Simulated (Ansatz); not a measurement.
The system is Cu.

```
Cu
1.0
     2.53076    0.00000    0.00000
    -1.26538    2.19171    0.00000
     0.00000    0.00000    8.26182
Cu
4
Direct
  0.66667 0.33333 0.75000
  0.00000 0.00000 0.50000
  0.33333 0.66667 0.25000
  0.00000 0.00000 0.00000
```

This isn't the form of Cu at room conditions, which is fcc.

Below is the output of Ansatz 0.2.0 for this cell. Logs are shortened: lines on timing, memory, paths and dates and some standing lists are left out, and cuts for length are marked.

```text
Warning: RAYON_NUM_THREADS=2 ignored (pool sized by the plan → 2); use --threads N
The last accepted step is kept in <dir> (removed where the run ends without a failure and the disk answers)
LAPW: plane waves up to 8.875 Å⁻¹, error target 2.0e-3 eV per atom; small_component_spin mean_spin; Cu in spheres of 1.227 Å, 19 of its electrons in bands, Dirac shells [] (how accurate: hamiltonian.pseudopotentials.lapw.basis_error, Limitations)
Engine: ansatz 0.2.0, aarch64-unknown-linux-gnu
Pseudopotentials: kind: all_electron
Pseudopotential: Cu, LAPW, valence charge 19, lapw/all_electron/scalar/gaussian/Cu, Koelling and Harmon's equation, gaussian nucleus
Functional definition: PBEsol
  exchange = pbesol_x
  correlation = pbesol_c
Crystal: 4 atoms, lattice volume = 45.826 Å³
Basis set: ecut = 300.11751763043804 eV, 563 PW (Γ), exchange–correlation at level 2
Bands: 46, of which v1, the nominal top of the filled ones, is band 38 counted from 1 (37 counted from 0)
Symmetry: 24 space group operations
Space group: P63/mmc (ITA 194), of the structure as read, at distance tolerance 3.6e-5 Å
k-points: 57 of 576
Non-local potential: Cu, projectors of the file, none
Initial density: superposition of atomic densities (chi_scale 0.1, normalization cell)
Initial wavefunctions: plane waves of lowest kinetic energy (no species holds an atomic orbital)
Functional: x = pbesol(κ = 0.804, μ = 0.12345679012345678), c = pbesol(β = 0.046)
iter 1 solved again at ethr=1.02e-3 eV; its pass at ethr=1.00e-1 eV (dr2=7.72e-1 eV) is discarded
SCF iter   1: F=—  HF=-179995.554156 eV  |F-HF|=—  |Δ(HF+E_count)|=         —  Δρ=5.83e-2  dr2=7.74e-1  ethr=1.02e-3  ⟨swp⟩=2.2  Hψ=18267  notcnv=0
preconditioner: auto → Kerker (q_TF=auto, 2.968 Å⁻¹)  [metal: Δε(μ)=0.058 eV  Ē_g=10.025 eV  σ=0.050 eV  W_gap=0.28  n_scr=24 (ndim 8)  ℏωp=36.4 eV  f_vac=0.000  D(μ)=2.86/eV (n_scr^D=38)]
SCF iter   2: F=—  HF=-179998.506560 eV  |F-HF|=—  |Δ(HF+E_count)|=    2.95e0  Δρ=2.72e-2  dr2=1.27e-1  ethr=1.02e-3  ⟨swp⟩=3.0  Hψ=9505  notcnv=0
iter 3 solved again at ethr=1.33e-5 eV; its pass at ethr=1.67e-4 eV (dr2=1.01e-2 eV) is discarded
SCF iter   3: F=—  HF=-179991.860906 eV  |F-HF|=—  |Δ(HF+E_count)|=    6.65e0  Δρ=5.17e-3  dr2=1.01e-2  ethr=1.33e-5  ⟨swp⟩=2.0  Hψ=14637  notcnv=0
SCF iter   4: F=—  HF=-179991.595195 eV  |F-HF|=—  |Δ(HF+E_count)|=   2.66e-1  Δρ=9.07e-3  dr2=2.57e-2  ethr=1.33e-5  ⟨swp⟩=3.0  Hψ=9098  notcnv=0
SCF iter   5: F=—  HF=-179991.572493 eV  |F-HF|=—  |Δ(HF+E_count)|=   2.27e-2  Δρ=3.48e-3  dr2=9.38e-3  ethr=1.33e-5  ⟨swp⟩=2.5  Hψ=7534  notcnv=0
[... 57 lines left out ...]
basis re-selected at this cell: Δ(F+E_penalty+E_count) = +2.387e-6 eV, ΔP = +0.000 GPa vs the last step (what re-selecting the basis moved, after the strain that the cell walked since its last selection, with what the two solves' SCF thresholds leave and, on support functions, any second-order correction that the steps lacked; it is no measure of the basis error at this ecutwfc). This SCF's stress stands 4.58e-2 GPa from its target on what of the cell is left free (relax.cell.stress_tol is 5.00e-2 GPa) and its largest allowed force component is 1.53e-17 eV/Å (relax.f_tol is 1.00e-2 eV/Å): within both
SCF converged after 2 iterations
Free energy (F): -179991.116374 eV
Harris-Foulkes:  -179991.116374 eV  (|F-HF|=1.55e-8)
Internal energy: -179991.103426 eV  (E = F + TS)
E sigma→0 (E₀):  -179991.109900 eV
Entropy (-TS):   -0.012949 eV (-3.237 meV/atom)
Fermi energy:    20.377694 eV
--- Per-component energies (eV) ---
  E_band       = -1192.637680
  E_kinetic    = 183087.126303
  E_xc         = -7219.169986
  E_electrostatic = -355859.059743  (all electrons and nuclei)
  E_smearing   = -0.012949  (= −TS)
  E_closure    = 0.000000  (closes the sum)
  E_atoms      = -179974.239404  (free atoms, spherical and without spin; not in F)
  Σ components = -179991.116374   (vs F -179991.116374, Δ=0.00e0)
  Basis errors (estimates in eV, not in F): energy 5.0e-4 per atom: plane waves 4.9e-4 (2.6e-4 summed), levels above the bands 1.7e-86, relativity 1.7e-8, radial functions 1.1e-5, core shells 3.1e-10; eigenvalues (radial functions only) 5.2e-7; not estimated: angular momenta, meshes, grids; target (lapw.basis_error) 2.0e-3; muffin-tin radii Cu 1.171 Å
--- Forces (eV/Å), atoms counted from 1 ---
  atom   1  Cu    -0.00000000    -0.00000000     0.00000000
  atom   2  Cu     0.00000000    -0.00000000    -0.00000000
  atom   3  Cu     0.00000000     0.00000000    -0.00000000
  atom   4  Cu     0.00000000     0.00000000    -0.00000000
  max |Σ_I F_I| component: 3.47e-18 eV/Å
--- Stress (GPa, compression-positive) ---
       29.977917      -0.000000      -0.000000
        0.000000      29.977917      -0.000000
       -0.000000      -0.000000      29.954153
  P = ⅓ Tr σ = 29.9700 GPa (299.700 kbar)
--- Relaxed structure (4 steps of the walk, 4 accepted, 1 SCFs on fresh bases) ---
  F+E_penalty+E_count = -179991.11637417 eV   max|allowed force component| = 1.532e-17 eV/Å   (the final SCF, on the basis selected at the relaxed cell)
  cell:  # Å, volume = 39.7916 Å³
    - [2.4161857087786953, 2.756049683389573e-11, 0.0]
    - [-1.2080928544132157, 2.0924782040494794, 0.0]
    - [0.0, 0.0, 7.870469699954586]
  atoms:
    - { symbol: Cu, position: [0.6666666666666666, 0.3333333333333332, 0.7500000000000001] }
    - { symbol: Cu, position: [2.610375265833692e-34, 4.010375178095532e-35, 0.5] }
    - { symbol: Cu, position: [0.3333333333333332, 0.6666666666666666, 0.25] }
    - { symbol: Cu, position: [2.6080868919800585e-34, 3.964607701023772e-35, 0.0] }
```

Question: Write the input and the command behind it.

Answer: Relaxation of cell and atoms with PBEsol, no spin polarisation. The files as run (others can give the same):

input.yaml
```yaml
crystal:
  lattice:
    - [2.5307640267, 0.0, 0.0]
    - [-1.2653820134, 2.1917059381, 0.0]
    - [0.0, 0.0, 8.26181508]
  atoms:
    - { symbol: Cu, position: [0.6666666667, 0.3333333333, 0.75] }
    - { symbol: Cu, position: [0.0, 0.0, 0.5] }
    - { symbol: Cu, position: [0.3333333333, 0.6666666667, 0.25] }
    - { symbol: Cu, position: [0.0, 0.0, 0.0] }
kpoints:
  mp_grid: { grid: [12, 12, 4] }
scf:
  occupations: { method: fermi_dirac, width: 0.05 }
hamiltonian:
  xc: pbesol
  pseudopotentials: { kind: all_electron, lapw: { basis_error: 0.002 } }
output:
  forces: true
  stress: true
relax:
  f_tol: 0.01
  max_steps: 60
  cell: { p_target: 30 }
```

Potentials or basis: all-electron LAPW, scalar-relativistic.
Run with:
```console
$ ansatz run input.yaml --threads 2 --pin off --max-ram 8192MiB --backend cpu --events-out ev --progress --plain --runs-dir out
```
